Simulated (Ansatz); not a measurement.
Level of theory: DFT PBE+D3(BJ), scalar-relativistic, plane waves, PAW in Ansatz 0.2.0.

Structure of PbS:

```yaml
crystal:
  lattice:
    - [4.00896, 0.00000, 0.00000]
    - [-2.00448, 3.47187, 0.00000]
    - [0.00000, 0.00000, 3.77004]
  atoms:
    - { symbol: Pb, position: [0.00000, 0.00000, 0.00000] }
    - { symbol: S, position: [0.66667, 0.33333, 0.50000] }
```

Cutoff 420 eV; k points 12×12×12 on the computed 2-atom cell (Γ-centred); Gaussian smearing, width 0.10 eV; no spin polarisation.

Levels along Γ–M–K–Γ–A–L–H–A | L–M | H–K, in eV from the Fermi level, sorted by energy at each point. Points in fractions of the primitive reciprocal vectors: Γ (0.000 0.000 0.000), M (0.500 0.000 0.000), K (0.333 0.333 0.000), A (0.000 0.000 0.500), L (0.500 0.000 0.500), H (0.333 0.333 0.500).
```
point k (1/Å, with 2π) band 7  band 8  band 9  band 10  band 11  band 12  band 13
    Γ             0.000   -6.22   -2.30   -1.62    -1.62     3.71     3.71     5.24
    -             0.129   -6.32   -2.26   -1.69    -1.61     3.44     3.83     5.34
    -             0.259   -6.60   -2.13   -1.87    -1.59     2.91     4.15     5.61
    -             0.388   -7.02   -2.10   -1.94    -1.59     2.44     4.57     5.59
    -             0.517   -7.50   -2.33   -1.71    -1.61     2.15     5.00     5.00
    -             0.646   -7.96   -2.53   -1.66    -1.47     2.03     4.49     5.33
    -             0.776   -8.31   -2.65   -1.71    -1.29     2.01     4.13     5.53
    M             0.905   -8.44   -2.70   -1.73    -1.22     2.02     4.01     5.41
    -             0.980   -8.44   -2.88   -1.52    -1.22     2.02     4.00     5.19
    -             1.054   -8.45   -3.22   -1.20    -1.13     2.02     4.00     4.86
    -             1.129   -8.46   -3.56   -1.17    -0.71     2.02     3.98     4.52
    -             1.203   -8.48   -3.85   -1.13    -0.31     2.02     3.95     4.18
    -             1.278   -8.50   -4.07   -1.09     0.02     2.00     3.89     3.93
    -             1.353   -8.53   -4.20   -1.07     0.24     1.98     3.71     3.90
    K             1.427   -8.54   -4.25   -1.06     0.32     1.97     3.64     3.89
    -             1.577   -8.46   -4.09   -1.11     0.06     2.01     3.86     3.96
    -             1.726   -8.19   -3.67   -1.29    -0.43     2.07     4.22     4.30
    -             1.875   -7.75   -3.11   -1.55    -0.91     2.16     4.63     4.70
    -             2.024   -7.22   -2.51   -1.83    -1.28     2.36     4.56     5.32
    -             2.174   -6.72   -2.08   -2.02    -1.50     2.78     4.21     5.71
    -             2.323   -6.35   -2.25   -1.71    -1.60     3.37     3.86     5.38
    Γ             2.472   -6.22   -2.30   -1.62    -1.62     3.71     3.71     5.24
    -             2.591   -6.38   -2.20   -1.59    -1.59     3.74     3.74     5.22
    -             2.710   -6.80   -1.94   -1.52    -1.52     3.81     3.81     4.88
    -             2.829   -7.36   -1.57   -1.41    -1.41     3.91     3.91     4.14
    -             2.948   -7.97   -1.28   -1.28    -1.12     3.27     4.02     4.02
    -             3.067   -8.53   -1.16   -1.16    -0.62     2.39     4.11     4.11
    -             3.186   -8.94   -1.07   -1.07    -0.08     1.61     4.16     4.16
    A             3.305   -9.09   -1.04   -1.04     0.29     1.16     4.17     4.17
    -             3.435   -9.04   -1.36   -1.06     0.05     1.48     4.02     4.11
    -             3.564   -8.88   -2.01   -1.11    -0.58     2.12     3.67     3.92
    -             3.693   -8.61   -2.69   -1.43    -1.19     2.68     3.24     3.63
    -             3.822   -8.26   -3.30   -2.35    -1.26     2.84     2.98     3.35
    -             3.952   -7.85   -3.78   -3.21    -1.33     2.53     3.04     3.12
    -             4.081   -7.47   -4.09   -3.88    -1.38     2.33     2.98     3.01
    L             4.210   -7.31   -4.19   -4.14    -1.39     2.26     2.93     2.98
    -             4.285   -7.30   -4.19   -4.14    -1.45     1.83     3.07     3.39
    -             4.360   -7.26   -4.16   -4.14    -1.60     1.23     3.30     4.08
    -             4.434   -7.20   -4.14   -4.13    -1.81     0.68     3.62     4.75
    -             4.509   -7.12   -4.15   -4.10    -2.02     0.23     3.98     5.35
    -             4.583   -7.05   -4.18   -4.07    -2.20    -0.12     4.28     5.82
    -             4.658   -6.98   -4.21   -4.05    -2.31    -0.32     4.48     6.10
    H             4.733   -6.96   -4.23   -4.05    -2.35    -0.39     4.55     6.19
    -             4.882   -7.10   -4.08   -4.03    -2.23    -0.15     4.36     5.94
    -             5.031   -7.50   -3.87   -3.57    -1.94     0.44     3.98     5.45
    -             5.181   -8.00   -3.51   -2.76    -1.61     1.26     3.55     4.94
    -             5.330   -8.45   -2.93   -1.80    -1.34     2.23     3.02     4.50
    -             5.479   -8.80   -2.21   -1.16    -0.81     2.33     3.20     4.22
    -             5.628   -9.02   -1.45   -1.07    -0.03     1.57     3.93     4.14
    A             5.778   -9.09   -1.04   -1.04     0.29     1.16     4.17     4.17
    L             5.778   -7.31   -4.19   -4.14    -1.39     2.26     2.93     2.98
    -             5.897   -7.38   -4.41   -3.65    -1.49     2.38     2.43     3.58
    -             6.016   -7.58   -4.33   -2.94    -1.73     1.87     2.88     4.17
    -             6.135   -7.83   -3.98   -2.13    -2.02     1.44     3.50     4.64
    -             6.254   -8.08   -3.44   -2.30    -1.35     1.17     4.20     4.79
    -             6.373   -8.27   -2.80   -2.51    -0.88     1.23     4.58     4.88
    -             6.492   -8.40   -2.65   -2.15    -0.96     1.70     4.22     5.40
    M             6.611   -8.44   -2.70   -1.73    -1.22     2.02     4.01     5.41
    H             6.611   -6.96   -4.23   -4.05    -2.35    -0.39     4.55     6.19
    -             6.730   -7.10   -4.12   -3.80    -2.56    -0.10     4.52     6.01
    -             6.849   -7.43   -3.81   -3.18    -2.97     0.53     4.45     5.53
    -             6.968   -7.80   -3.40   -3.31    -2.36     1.31     4.34     4.81
    -             7.087   -8.11   -3.76   -2.69    -1.47     2.13     3.97     4.21
    -             7.206   -8.34   -4.03   -2.00    -0.61     2.88     3.08     4.07
    -             7.325   -8.49   -4.19   -1.35     0.05     2.31     3.44     3.95
    K             7.444   -8.54   -4.25   -1.06     0.32     1.97     3.64     3.89
```

Spin-orbit coupling is left out, which matters for the bands of heavy elements.

This form isn't the usual stable structure of the compound.

Cost: 1 run of about 0.72 core-minutes, on Arm Neoverse V2 (shared hosts).